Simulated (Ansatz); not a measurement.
Crystal: Pt.

```
Pt
1.0
     0.00000    1.96090    1.96090
     1.96090    0.00000    1.96090
     1.96090    1.96090    0.00000
Pt
1
Direct
  0.00000 0.00000 0.00000
```

Base run:

```yaml
Program: Ansatz 0.2.0
Functional: PBEsol
Potentials_or_basis: all-electron LAPW, non-relativistic
Cutoff: 270 eV (chosen from the basis error)
Basis_error_allowed: 0.001 eV/atom
k_mesh: 12 × 12 × 12
Occupations: fermi-dirac, width 0.05 eV
Spin: no spin polarisation
```

Its results: pressure 33.5 GPa.

Problem. The run is repeated on the same cell with these changes: potentials or basis from all-electron LAPW, non-relativistic to all-electron LAPW, scalar-relativistic. What comes out?

Solution. Pressure -0.6 GPa.

Caveats: a pressure of tens of GPa on the cell as given is suspect, and the run, the potentials or the cell itself is likely at fault (some runs); relativity is left out, which matters for the heavier elements (some runs).
